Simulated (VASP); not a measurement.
Wanted: the native input for a VASP 6.6.1 run.

```
Task                   : single point
Functional             : PBE
Dispersion             : D3(BJ)
Potentials or basis    : VASP PAW PBE potentials, release 64 (As)
Cutoff                 : 520 eV
k mesh                 : 9 × 9 × 1
Occupations            : gaussian, width 0.05 eV
Spin                   : no spin polarisation
Dipole correction      : yes
Further INCAR settings : ALGO = Normal; EDIFF = 1e-06; NBANDS = 18
```

The structure of As lies in POSCAR:

```
As
1.0
    3.5713380906      0.0000000000      0.0000000000
   -1.7856690453      3.0928695120      0.0000000000
    0.0000000000      0.0000000000     20.2952802043
As
4
Direct
    0.3333333333      0.6666666667      0.2905917062
    0.6666666667      0.3333333333      0.2217264287
    0.6666666667      0.3333333333      0.5166363853
    0.3333333333      0.6666666667      0.4477711079
```

The cell was built by a generator and needn't be a form met in nature.

One way to write it, as run:

INCAR

```
SYSTEM = As
  PREC = Accurate
  ENCUT = 520
  EDIFF = 1E-6
  ISMEAR = 0
  SIGMA = 0.05
  LREAL = .False.
  LASPH = .True.
  NELM = 100
  ALGO = Normal
  ISIF = 2
  LWAVE = .False.
  LCHARG = .False.
  LDIPOL = .True.
  IDIPOL = 3
  DIPOL = 0.5 0.5 0.369
  GGA = PE
  IVDW = 12
  NBANDS = 18
```

KPOINTS

```
Automatic mesh
0
Gamma
  9 9 1
  0 0 0
```

Potentials or basis: VASP PAW PBE potentials, release 64 (As).

The run is started by

```sh
$ cat potpaw_PBE.64/As/POTCAR > POTCAR
$ mpirun -np 1 vasp_std > vasp.out
```

Results of the run:

The largest force is 0.310 eV/Å and the band gap on the k mesh is 0.61 eV, indirect (least direct gap 1.16 eV). The dispersion energy per atom is -0.275 eV.

It took 34 s on 1 thread of Intel(R) Xeon(R) 6975P-C (Granite Rapids), on a shared host, peak memory 0.33 GiB.
